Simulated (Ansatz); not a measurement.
# Tl7Cl8: the cost of one run

Program: Ansatz 0.2.0. Level of theory: DFT PBEsol, scalar-relativistic, plane waves, PAW. These are calculated values, not measurements.

3 further runs of the same task are left out: 3 set aside as unsound or not needed.

### Step 1. Starting point

The structure is cubic, space group Fm-3m (No. 225). The conventional cell has a = 12.658 Å, b = 12.658 Å, c = 12.658 Å, α = 90.00°, β = 90.00°, γ = 90.00°. Tl (site symmetry mmm) is surrounded by 6 Cl at 3.16 Å. Around Tl (site symmetry m-3m) lie 6 Cl at 3.16 Å. Cl (site symmetry 4mm) is surrounded by 5 Tl at 3.16 Å. Around Cl (site symmetry -43m) lie 6 Tl at 3.16 Å.

The input asks for a charge of -1 e on the cell.

Structure file:

```xyz
15
Lattice="0.0000 6.3292 -6.3292 -6.3292 0.0000 -6.3292 -6.3292 6.3292 0.0000" Properties=species:S:1:pos:R:3 pbc="T T T"
Tl   -9.4937    3.1646   -6.3292
Tl   -6.3292    6.3292   -6.3292
Tl   -6.3292    3.1646   -3.1646
Tl    0.0000    3.1646   -3.1646
Tl   -6.3292    0.0000   -6.3292
Tl   -3.1646    3.1646   -6.3292
Tl   -3.1646    0.0000   -3.1646
Cl   -6.3292    6.3292   -9.4937
Cl   -6.3292    3.1646   -6.3292
Cl   -3.1646    6.3292   -6.3292
Cl   -3.1646    3.1646   -3.1646
Cl   -9.4937    9.4937   -9.4937
Cl   -9.4937    6.3292   -6.3292
Cl   -6.3292    9.4937   -6.3292
Cl   -6.3292    6.3292   -3.1646
```

It goes back to an entry of the Materials Project, which need not be the stable form.

It is built from the cell relaxed beforehand with the same method (31.69 Å³/atom).

### Step 2. Setting up the jump

The supercell lacks one Tl atom, at fractional position (0.500, 0.000, 0.500), and holds 15 atoms and a charge of -1 e on a uniform background. Atom 1 (Tl), 4.48 Å away, is to jump into the empty site. The cell is fixed.

### Step 3. Relaxing around the vacancy

Contents of input.yaml:

```yaml
crystal:
  lattice:
    - [0.0, 6.3291597576, -6.3291597576]
    - [-6.3291597576, 0.0, -6.3291597576]
    - [-6.3291597576, 6.3291597576, 0.0]
  atoms:
    - { symbol: Tl, position: [0.0, 1.0, 0.5] }
    - { symbol: Tl, position: [0.5, 0.5, 0.5] }
    - { symbol: Tl, position: [0.0, 0.5, 0.5] }
    - { symbol: Tl, position: [0.5, 0.0, 0.0] }
    - { symbol: Tl, position: [0.0, 1.0, 0.0] }
    - { symbol: Tl, position: [0.5, 0.5, 0.0] }
    - { symbol: Tl, position: [0.0, 0.5, 0.0] }
    - { symbol: Cl, position: [0.75, 0.75, 0.25] }
    - { symbol: Cl, position: [0.25, 0.75, 0.25] }
    - { symbol: Cl, position: [0.75, 0.25, 0.25] }
    - { symbol: Cl, position: [0.25, 0.25, 0.25] }
    - { symbol: Cl, position: [0.75, 0.75, 0.75] }
    - { symbol: Cl, position: [0.25, 0.75, 0.75] }
    - { symbol: Cl, position: [0.75, 0.25, 0.75] }
    - { symbol: Cl, position: [0.25, 0.25, 0.75] }
total_charge: -1
basis:
  ecutwfc: 420
kpoints:
  mp_grid: { grid: [4, 4, 4] }
hamiltonian:
  xc: pbesol
scf:
  occupations: { method: gaussian, width: 0.05 }
output:
  forces: true
  stress: true
  eigenvalues: true
  write_density: true
  write_potential: true
  elf: true
  volumetric_format: npy
relax:
  adjacent_minimum: "off"
  f_tol: 0.02
  max_steps: 50
```

Started as:

```bash
> ansatz run input.yaml --threads 4 --pin off --max-ram 9216MiB --backend cpu --events-out ev --progress --plain --runs-dir out
```

**Question.** How long does this run take on 4 threads of Arm Neoverse V1, shared host, and how much memory does it need?

About 26 s, with a peak of 1.4 GiB.
